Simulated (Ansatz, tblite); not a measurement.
# PbS with GFN1-xTB from a Python script

These are simulated results from tblite 0.8.0, not measurements. The cell began as a database structure and was relaxed with r2SCAN+rVV10 in plane waves (Ansatz 0.2.0). All runs are without spin polarisation.

It is monoclinic, C2/m (No. 12); conventional cell a = 5.929 Å, b = 5.929 Å, c = 22.259 Å, β = 95.4°, 97.39 Å³ an atom. Pb is surrounded by 5 S at 2.66–2.97 Å; S is surrounded by 5 Pb at 2.66–2.97 Å.

tblite solves periodic systems at the zone centre alone, so the script builds a cluster of 2×2×1 conventional cells (32 atoms), which folds in a coarse mesh of k points.

Input script:

```python
import json
from ase import Atoms
from ase.build import make_supercell
from ase.units import Bohr, GPa, Hartree
from tblite.interface import Calculator

atoms = Atoms(['Pb', 'Pb', 'S', 'S'],
              cell=[[2.964683, -2.964684, -5e-06], [2.964683, 2.964684, -5e-06], [-2.085606, 0.0, 22.161286]],
              scaled_positions=[[0.73732, 0.717133, 0.935236], [0.282867, 0.26268, 0.064764], [0.240813, 0.2204, 0.944878], [0.7796, 0.759187, 0.055122]],
              pbc=True)
cluster = make_supercell(atoms, [[2, 2, 0], [-2, 2, 0], [0, 0, 1]])
calc = Calculator('GFN1-xTB', cluster.numbers, cluster.positions / Bohr, lattice=cluster.cell[:] / Bohr, periodic=cluster.pbc)
calc.set('temperature', 0.02 / Hartree)
calc.set('max-iter', 150)
res = calc.singlepoint()
levels = res.get('orbital-energies') * Hartree
nv = round(res.get('orbital-occupations').sum() / 2)
cells = len(cluster) // len(atoms)
out = {'energy_per_cell': res.get('energy') * Hartree / cells, 'homo': levels[nv - 1], 'lumo': levels[nv],
       'stress': (-res.get('virial') * Hartree / cluster.get_volume() / GPa).tolist(), 'charges': res.get('charges')[:len(atoms)].tolist(), 'electrons': 2 * nv / cells}
json.dump(out, open('results.json', 'w'))
for key, value in out.items():
    print(key, value)
```

Command: `python run.py`. It took 0.65 s on 1 thread of Arm Neoverse V2, on a shared host, peak memory 0.099 GiB.

Output:

```
------------------------------------------------------------
  cycle        total energy    energy error   density error
------------------------------------------------------------
      1     -83.34337306427  -8.3221265E+01   9.0285394E-01
      2     -86.51570078013  -3.1723277E+00   2.0099544E-01
      3     -86.72863154560  -2.1293077E-01   9.0614940E-02
      4     -86.66371102476   6.4920521E-02   1.3527116E-01
      5     -86.75875574982  -9.5044725E-02   1.2810735E-02
      6     -86.75952386254  -7.6811272E-04   2.1458147E-03
      7     -86.75953954779  -1.5685252E-05   1.0258729E-03
      8     -86.75954428381  -4.7360150E-06   2.7906065E-05
      9     -86.75954428723  -3.4231817E-09   2.9626102E-06
------------------------------------------------------------

 total:                                   0.171 sec
energy_per_cell -295.1059313622586
homo -8.190825694189517
lumo -5.923074254420598
stress [[-2.0875686444504558, -1.618464234652896e-15, 0.0001785419278674354], [-1.616192809630184e-15, -2.0875126128481933, -6.102562727613426e-16], [0.0001785419278674341, -5.968174904989427e-16, -1.7162590120102728]]
charges [0.5070404375785509, 0.5070462698608751, -0.5070467724479587, -0.5070442042541677]
electrons 20.0
```

The cycle table is in hartree for the whole cluster, and the lines after it are in eV (the energy for one cell). The printed stress is in GPa and positive in compression, and the pressure is its mean diagonal.

GFN1-xTB gives a gap of 2.27 eV. On the same cell, plane-wave PBE (Ansatz, 6×6×2 k points and the special points) gives a gap of 1.73 eV and r2SCAN a gap of 2.10 eV; on shared hosts these took about 22 and 57 core-seconds on the 4-atom cell, against 0.65 for the script. Spin-orbit coupling, left out in all these runs, can cut or reorder the gap by tenths of an eV, up to about 1 eV with Pb or Bi. xTB was fitted to molecules, so gaps, charges and pressures of solids can be far off, and the gap also depends on the size of the cluster.

The same script was run on cells scaled at fixed shape and fractional coordinates:

| volume (Å³/atom) | energy (meV/atom) | pressure (GPa, positive in compression) | gap (eV) |
| --- | --- | --- | --- |
| 85.70 | -52.0 | 0.84 | 2.66 |
| 91.55 | -51.4 | -0.79 | 2.45 |
| 97.39 | 0.0 | -1.96 | 2.27 |
| 103.24 | 86.8 | -2.71 | 2.10 |
| 109.08 | 194.0 | -3.24 | 1.95 |

A Birch-Murnaghan fit puts the minimum at 88.50 Å³/atom, 9.1 % below the given cell, with a bulk modulus of 26.4 GPa at fixed shape.

xTB was fitted mostly to molecules, and a small cluster samples few k points, so gaps, pressures and kinks along a curve can be far from a solid's.

Spin-orbit coupling is left out; in compounds of Pb, Bi, Tl or Hg it can lower a gap by up to about 1 eV, split its edges or invert the bands.
